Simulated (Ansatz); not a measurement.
Rh (Fm-3m)

Theory: DFT r2SCAN, scalar-relativistic, plane waves, PAW in Ansatz.

Plane waves to 500 eV, a k mesh through Γ of 18×18×18 on the computed 1-atom cell and Gaussian smearing (0.10 eV); no spin polarisation.

The structure is relaxed at this level of theory with its symmetry kept.

```cif
data_structure
_symmetry_space_group_name_H-M 'Fm-3m'
_symmetry_Int_Tables_number 225
_cell_length_a 3.7999
_cell_length_b 3.7999
_cell_length_c 3.7999
_cell_angle_alpha 90.000
_cell_angle_beta 90.000
_cell_angle_gamma 90.000
_cell_volume 54.87
loop_
_atom_site_label
_atom_site_type_symbol
_atom_site_symmetry_multiplicity
_atom_site_Wyckoff_symbol
_atom_site_fract_x
_atom_site_fract_y
_atom_site_fract_z
_atom_site_occupancy
Rh1 Rh 4 a 0.00000 0.00000 0.00000 1
```

- Space group: Fm-3m (No. 225)
- Volume per atom: 13.72 Å³
- Formation energy from the elements' standard states (uncorrected): +0.001 eV/atom
- Generalised Kohn–Sham band gap: none (metal)
- Density of states at the Fermi level: 1.24 states/eV per cell
- Löwdin character within 0.5 eV of the Fermi level: Rh 4d 96 %
- Bulk modulus: 283 GPa
- Its pressure derivative: 5.2
- Bader charges (e): Rh (1 in the cell) 0.00